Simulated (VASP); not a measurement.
Here is a VASP 6.6.1 calculation.

INCAR

```
SYSTEM = TlBr
PREC = Accurate
ENCUT = 520
EDIFF = 1E-6
ISMEAR = 0
SIGMA = 0.02
LREAL = .False.
LASPH = .True.
NELM = 100
ALGO = Normal
ISIF = 2
LWAVE = .False.
LCHARG = .False.
GGA = PE
IVDW = 12
NBANDS = 17
```

File KPOINTS:

```
regular mesh
0
Gamma
  8 8 8
  0 0 0
```

File POSCAR:

```
TlBr
1.0
    3.9739802841      0.0000000000      0.0000000000
    0.0000000000      3.9739802841      0.0000000000
    0.0000000000      0.0000000000      3.9739802841
Tl Br
1 1
Direct
    0.0000000000      0.0000000000      0.0000000000
    0.5000000000      0.5000000000      0.5000000000
```

Potentials or basis: VASP PAW PBE potentials, release 64 (Tl_d, Br).

Run with:

```sh
$ cat potpaw_PBE.64/Tl_d/POTCAR potpaw_PBE.64/Br/POTCAR > POTCAR
$ mpirun -np 1 vasp_std > vasp.out
```

Question: What does it give for the band gap on the k mesh?

Answer: 1.85 eV, direct.

Question: Predict the pressure.

Answer: 0.0 GPa.

Caveat: spin-orbit coupling is left out, which as a rule narrows the gap of such compounds by several tenths of an eV. A k mesh can miss the band edges.
